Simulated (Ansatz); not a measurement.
Mg: the change of pressure and energy less free atoms with volume scale

Periodic Kohn-Sham DFT of a crystal at fixed atoms, scaled to volume_scale times the given cell; pressure positive in compression, energy less spherical unpolarised free atoms, largest_vzz the field gradient of largest size among the nuclei. The results are calculated, by Ansatz 0.2.0.

The cell before it is scaled or strained (space group Fm-3m, No. 225):
```
Mg
1.0
      0.0000     2.2612     2.2612
      2.2612     0.0000     2.2612
      2.2612     2.2612     0.0000
Mg
1
Direct
  0.00000 0.00000 0.00000
```

Settings of every row: method all-electron LAPW; functional PBE; relativity scalar; k mesh 13x13x13; filling fermi-dirac; smearing width 0.08 eV; basis error target 0.25 meV/atom; nucleus gaussian.

Atom start moment: 0 on all atoms.

Limits: the cell comes from a prototype or a list of computed structures and needn't be the stable phase.

| row | volume scale | V (Å³/atom) | pressure (GPa) | energy less free atoms (eV/atom) |
| --- | --- | --- | --- | --- |
| 1 | 0.9405 | 21.747 | ? | ? |
| 2 | 0.98 | 22.661 | 0.742 | -1.4891 |
| 3 | 1 | 23.123 | 0 | -1.4902 |
| 4 | 1.02 | 23.586 | -0.671 | -1.4892 |
| 5 | 1.06 | 24.511 | -1.827 | -1.4819 |

Question: what pressure and energy less free atoms should row 1 give?

Worked fit of pressure. Take u = (V_r/V)^(2/3) − 1 with V_r = 23.355 Å³ an atom, which is twice the finite (Eulerian) strain; such expansions in the strain, on which the Birch-Murnaghan equation of state is built, carry the rest volume and the bulk modulus. The shown rows have u = 0.02031, 0.00668, -0.00654, -0.03169. Least squares give pressure = −0.3446 + 50.863 × u + 129.03 × u² GPa; a straight line predicts inner rows, each left out in turn, worse (root mean square 0.054 against 0.0019 GPa). The rows lie off it by 0.000, -0.001, 0.001, 0.000. The pressure vanishes at u = 0.0067, or V = 23.12 Å³ an atom, and there the bulk modulus at fixed shape and fractions is B = −V dP/dV = (2/3)(1 + u) dP/du = 35.3 GPa. The withheld row has u = 0.04871, so the fit gives −0.3446 + 50.863 × (0.04871) + 129.03 × (0.04871)² = 2.439 GPa.

The calculation gave 2.446 GPa. The fit lies 0.007 GPa (0.16 % of the column's range) below it; its largest miss of a shown row is 0.001 GPa. This row lies beyond the range of the fit.

Worked fit of energy less free atoms. Take u = (V_r/V)^(2/3) − 1 with V_r = 23.355 Å³ an atom, which is twice the finite (Eulerian) strain; such expansions in the strain, on which the Birch-Murnaghan equation of state is built, carry the rest volume and the bulk modulus. The shown rows have u = 0.02031, 0.00668, -0.00654, -0.03169. Least squares give energy less free atoms = −1.48994 − 0.0741 × u + 5.671 × u² eV/atom; a straight line predicts inner rows, each left out in turn, worse (root mean square 0.0024 against 3.5e-05 eV/atom). All shown rows lie on it to the printed digit. Its lowest point lies at u = 0.0065, or V = 23.13 Å³ an atom, and the curvature there gives the bulk modulus at fixed shape and fractions, B = (4/9)(1 + u)² E″(u)/V = 35.4 GPa. The withheld row has u = 0.04871, so the fit gives −1.48994 − 0.0741 × (0.04871) + 5.671 × (0.04871)² = -1.4801 eV/atom.

The calculation gave -1.4802 eV/atom. The fit lies 0.0001 eV/atom (1 % of the column's range) above it, one unit of the last digit. This row lies beyond the range of the fit.
